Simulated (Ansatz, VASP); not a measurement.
This is a calculation of Co for Ansatz 0.2.0.

Contents of input.yaml:

```yaml
crystal:
  lattice:
    - [2.4719999032, 0.0, 0.0]
    - [-1.2359999516, 2.1408147143, 0.0]
    - [0.0, 0.0, 4.02114408]
  atoms:
    - { symbol: Co, position: [0.6666666667, 0.3333333333, 0.75], spin: 2.0 }
    - { symbol: Co, position: [0.3333333333, 0.6666666667, 0.25], spin: 2.0 }
kpoints:
  mp_grid: { grid: [12, 12, 7] }
scf:
  occupations: { method: fermi_dirac, width: 0.05 }
hamiltonian:
  xc: lda
  pseudopotentials: { kind: all_electron, lapw: { basis_error: 0.001 } }
magnetization:
  spin_polarized: true
output:
  forces: true
  stress: true
  eigenvalues: true
```

Potentials or basis: all-electron LAPW, scalar-relativistic.

The run is started by

```console
$ ansatz run input.yaml --threads 2 --pin off --max-ram 6144MiB --backend cpu --events-out ev --progress --plain --runs-dir out
```

Question: Translate it to VASP 6.6.1. Potentials there: VASP PAW LDA potentials, release 64 (Co).

Answer: As run (the cutoff follows the program's own potentials):

The input INCAR:

```
ALGO     = Normal         # electronic algorithm
EDIFF    = 1E-6           # SCF threshold, eV
ENCUT    = 520            # plane-wave cutoff, eV
GGA      = CA             # functional
ISIF     = 2              # what is computed and relaxed
ISMEAR   = -1             # smearing method
ISPIN    = 2              # spin polarisation
LASPH    = True           # aspherical terms in the spheres
LCHARG   = False          # write CHGCAR
LMAXMIX  = 4              # l up to which the mixer works
LORBIT   = 11             # projections on sites
LREAL    = False          # projectors in reciprocal space
LWAVE    = False          # write WAVECAR
MAGMOM   = 2 2            # initial moments
NBANDS   = 20             # bands
NELM     = 150            # most SCF steps
PREC     = Accurate       # precision mode
SIGMA    = 0.05           # smearing width, eV
```

KPOINTS

```
k-points
0
Gamma
  12 12 7
```

The input POSCAR:

```
Co
1.0
    2.4719999032      0.0000000000      0.0000000000
   -1.2359999516      2.1408147143      0.0000000000
    0.0000000000      0.0000000000      4.0211440800
Co
2
Direct
    0.6666666667      0.3333333333      0.7500000000
    0.3333333333      0.6666666667      0.2500000000
```

Potentials or basis: VASP PAW LDA potentials, release 64 (Co).

Command:

```sh
$ cat potpaw_LDA.64/Co/POTCAR > POTCAR
$ mpirun -np 1 vasp_std > vasp.out
```

Both were run:

|  | VASP | Ansatz | Ansatz less VASP |
| --- | --- | --- | --- |
| gap on the k mesh at the Fermi level (eV) | none | none | - |
| pressure (GPa) | -15.6 | -14.8 | +0.89 |
| largest component of the traceless stress (GPa) | 1.76 | 1.80 | +0.044 |
| net moment per atom (μB) | 1.51 | 1.55 | +0.035 |
| size of the moment on the site where the two differ most (μB) | 1.51 | 1.58 | +0.071 |

Site moments also hang on the region over which each program counts them. A gap of «none» marks a metal or a gap that the smearing closes. Ansatz ran all-electron here, so the differences hold the error of VASP's frozen core and of both bases.

Caveats: so large a pressure means that the cell lies far from this level's equilibrium, or that cutoff or potentials fall short (VASP).
